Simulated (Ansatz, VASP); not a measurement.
# Ca in VASP and in Ansatz

Contents of INCAR:

```
PREC = Accurate ; ENCUT = 520
EDIFF = 1E-7 ; ISMEAR = 0
SIGMA = 0.15 ; LREAL = F
LASPH = T ; NELM = 80
ALGO = Normal ; ISIF = 2
LWAVE = F ; LCHARG = F
GGA = PE ; NBANDS = 11
```

KPOINTS

```
Automatic mesh
0
Gamma
  14 14 14
```

Contents of POSCAR:

```
Ca
1.0
    0.0000000000      2.7103740000      2.8361130000
    2.7103740000      0.0000000000      2.8361130000
    2.7103740000      2.7103740000      0.0000000000
Ca
1
Direct
    0.0000000000      0.0000000000      0.0000000000
```

Input for Ansatz:

```yaml
crystal:
  lattice:
    - [0.0, 2.710374, 2.836113]
    - [2.710374, 0.0, 2.836113]
    - [2.710374, 2.710374, 0.0]
  atoms:
    - { symbol: Ca, position: [0.0, 0.0, 0.0] }
basis:
  ecutwfc: 420
kpoints:
  mp_grid: { grid: [14, 14, 14] }
hamiltonian:
  xc: pbe
scf:
  occupations: { method: gaussian, width: 0.15 }
output:
  forces: true
  stress: true
  eigenvalues: true
```

Change from the starting cell: strain -0.030 along x and y, +0.015 along z, atoms carried along.

Alike in both runs: task single point; functional PBE; k mesh 14 × 14 × 14; occupations gaussian, width 0.15 eV; no spin polarisation.

|  | VASP | Ansatz |
| --- | --- | --- |
| version | VASP 6.6.1 | Ansatz 0.2.0 |
| potentials or method | VASP PAW PBE potentials, release 64 (Ca_sv) | scalar-relativistic, plane waves, PAW |
| plane-wave cutoff (eV) | 520 | 420 |
| valence electrons in the cell | 10 | 10 |

|  | VASP | Ansatz | Ansatz less VASP |
| --- | --- | --- | --- |
| gap on the k mesh at the Fermi level (eV) | none | none | - |
| pressure (GPa) | 0.2 | 0.2 | -0.01 |
| largest component of the traceless stress (GPa) | 0.30 | 0.30 | 0.000 |

A gap of «none» marks a metal or a gap that the smearing closes.
